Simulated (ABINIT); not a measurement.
Runs of ABINIT 10.8.3 (patched build) on Bi. Symmetry: Im-3m, No. 229, cubic system. The conventional cell has a = 3.963 Å, b = 3.963 Å, c = 3.963 Å, α = 90.00°, β = 90.00°, γ = 90.00°. Bi (site symmetry m-3m) is surrounded by 8 Bi at 3.43 Å. This isn't the form of Bi at room conditions, which is rhombohedral.

```tsv
task	level	potentials or basis	k mesh	cutoff (eV)	smearing	bands in the sums	broadening (eV)	scissor shift (eV)	tensor components	gap on the mesh (eV)	pressure (GPa)
optical spectrum	LDA	PseudoDojo NC SR LDA v0.4 stringent	12 × 12 × 12, with 2 shifts	871	cold (ABINIT) 0.2 eV	24	0.2	0	[11]	-	(a)
single point	LDA	PseudoDojo NC SR LDA v0.4 stringent	7 × 7 × 7	871	fermi-dirac 0.05 eV	-	-	-	-	none	-7.2
optical spectrum	PBEsol	PseudoDojo NC SR PBEsol v0.4.1 standard	12 × 12 × 12, with 2 shifts	789	methfessel-paxton 0.1 eV	14	0.1	0	[11]	-	-2.9
single point	PBEsol	PseudoDojo NC SR PBEsol v0.4.1 standard	7 × 7 × 7	789	fermi-dirac 0.05 eV	-	-	-	-	none	-1.8
```

Alike in all rows: no spin polarisation; cell as given.

**Question.** Fill in the values left out.

**Answer.** (a) -8.3.

Caveats: spin-orbit coupling is left out, which moves the levels of the heavy elements; the intraband (Drude) term is left out (some runs); spectra need much finer meshes, so this one isn't converged (some runs); independent-particle spectra lack excitons (some runs).

A k mesh can miss the band edges, and the runs leave out spin-orbit coupling on Bi.

A gap of «none» marks a metal or a gap under the smearing width.

The runs don't all hold the same shells in valence.
